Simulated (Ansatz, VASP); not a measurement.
# One calculation of Te, two programs

INCAR

```
ALGO     = Normal         # electronic algorithm
EDIFF    = 1E-6           # SCF threshold, eV
ENCUT    = 520            # plane-wave cutoff, eV
GGA      = PS             # functional
ISIF     = 2              # what is computed and relaxed
ISMEAR   = -1             # smearing method
LASPH    = T              # aspherical terms in the spheres
LCHARG   = F              # write CHGCAR
LREAL    = F              # projectors in reciprocal space
LWAVE    = F              # write WAVECAR
NBANDS   = 16             # bands
NELM     = 60             # most SCF steps
PREC     = Accurate       # precision mode
SIGMA    = 0.05           # smearing width, eV
```

The input KPOINTS:

```
k-points
0
Gamma
  7 7 5
```

POSCAR

```
Te
1.0
    4.5126119846      0.0000000000      0.0000000000
   -2.2563059923      3.9080366161      0.0000000000
    0.0000000000      0.0000000000      6.0019563082
Te
3
Direct
    0.7310000000      0.7310000000      0.0000000000
    0.0000000000      0.2690000000      0.6666666667
    0.2690000000      0.0000000000      0.3333333333
```

File input.yaml:

```yaml
crystal:
  lattice:
    - [4.5126119846, 0.0, 0.0]
    - [-2.2563059923, 3.9080366161, 0.0]
    - [0.0, 0.0, 6.0019563082]
  atoms:
    - { symbol: Te, position: [0.731, 0.731, 0.0] }
    - { symbol: Te, position: [0.0, 0.269, 0.6666666667] }
    - { symbol: Te, position: [0.269, 0.0, 0.3333333333] }
kpoints:
  mp_grid: { grid: [7, 7, 5] }
scf:
  occupations: { method: fermi_dirac, width: 0.05 }
hamiltonian:
  xc: pbesol
  pseudopotentials: { kind: all_electron, lapw: { basis_error: 0.001 } }
output:
  forces: true
  stress: true
  eigenvalues: true
```

Change from the starting cell: volume scaled by 1.04.

Alike in both runs: task single point; functional PBEsol; k mesh 7 × 7 × 5; occupations fermi-dirac, width 0.05 eV; no spin polarisation.

|  | VASP | Ansatz |
| --- | --- | --- |
| version | VASP 6.6.1 | Ansatz 0.2.0 |
| potentials or method | VASP PAW PBE potentials, release 64 (Te) | all-electron LAPW, scalar-relativistic |
| plane-wave cutoff (eV) | 520 | see its input |

Ansatz gave:

```
gap on the k mesh at the Fermi level (eV)       : 0.60
least direct gap on the mesh (eV)               : 0.75
pressure (GPa)                                  : -2.6
largest component of the traceless stress (GPa) : 0.37
rms of the force components (eV/Å)              : 0.054
```

Q: What did VASP give for the same quantities?

A: gap on the k mesh at the Fermi level (eV): 0.60; least direct gap on the mesh (eV): 0.74; pressure (GPa): -2.6; largest component of the traceless stress (GPa): 0.33; rms of the force components (eV/Å): 0.042.

Atom by atom the forces differ by 0.012 eV/Å (rms over components). Ansatz ran all-electron here, so the differences hold the error of VASP's frozen core and of both bases.

Caveats: spin-orbit coupling is left out, which moves the levels of the heavy elements; an odd mesh through Γ misses points on the zone boundary, where band edges often lie; the PAW data sets were made with another functional, which shifts forces and pressure a little (VASP).
